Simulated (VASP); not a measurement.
Set up this calculation in VASP 6.6.1, as the native input.

* Task: relaxation of cell and atoms
* Functional: PBEsol
* Potentials or basis: VASP PAW PBE potentials, release 64 (Hg, Te)
* Cutoff: 600 eV
* k mesh: 10 × 10 × 10
* Occupations: gaussian, width 0.03 eV
* Spin: no spin polarisation
* Further INCAR settings: ALGO = Normal; EDIFF = 1e-06; IBRION = 2; EDIFFG = -0.01; NSW = 90; ISIF = 3

The structure of HgTe (Coloradoite) lies in POSCAR:

```
HgTe
1.0
    0.0000000000      3.2145000000      3.2145000000
    3.2145000000      0.0000000000      3.2145000000
    3.2145000000      3.2145000000      0.0000000000
Hg Te
1 1
Direct
    0.0000000000      0.0000000000      0.0000000000
    0.2500000000      0.2500000000      0.2500000000
```

One way to write it, as run:

INCAR

```
  PREC = Accurate
  ENCUT = 600
  EDIFF = 1E-6
  ISMEAR = 0
  SIGMA = 0.03
  LREAL = False
  LASPH = True
  NELM = 80
  ALGO = Normal
  ISIF = 3
  LWAVE = False
  LCHARG = False
  GGA = PS
  IBRION = 2
  NSW = 90
  EDIFFG = -0.01
  KPAR = 4
```

KPOINTS

```
Automatic mesh
0
Gamma
  10 10 10
```

Potentials or basis: VASP PAW PBE potentials, release 64 (Hg, Te).

Launch:

```console
$ cat potpaw_PBE.64/Hg/POTCAR potpaw_PBE.64/Te/POTCAR > POTCAR
$ mpirun -np 4 vasp_std > vasp.out
```

It gave:

```json
{"Relaxed volume": "34.58 Å³/atom", "Relaxed cell": "a = 4.608 Å, b = 4.608 Å, c = 4.608 Å, α = 60.00°, β = 60.00°, γ = 60.00°", "Space group after relaxing (to 0.05 Å)": "F-43m (No. 216)", "Energy gained by relaxing": "7.7 meV/atom", "Ionic steps": "3", "Pressure after relaxing": "0.0 GPa", "Band gap on the k mesh": "none (metal or under the smearing width)"}
```

Caveat: the PAW data sets were made with another functional, which shifts forces and pressure a little.

It took 28 s on 4 MPI ranks on Intel(R) Xeon(R) Platinum 8488C (Sapphire Rapids) (shared host), peak memory 0.25 GiB a rank.
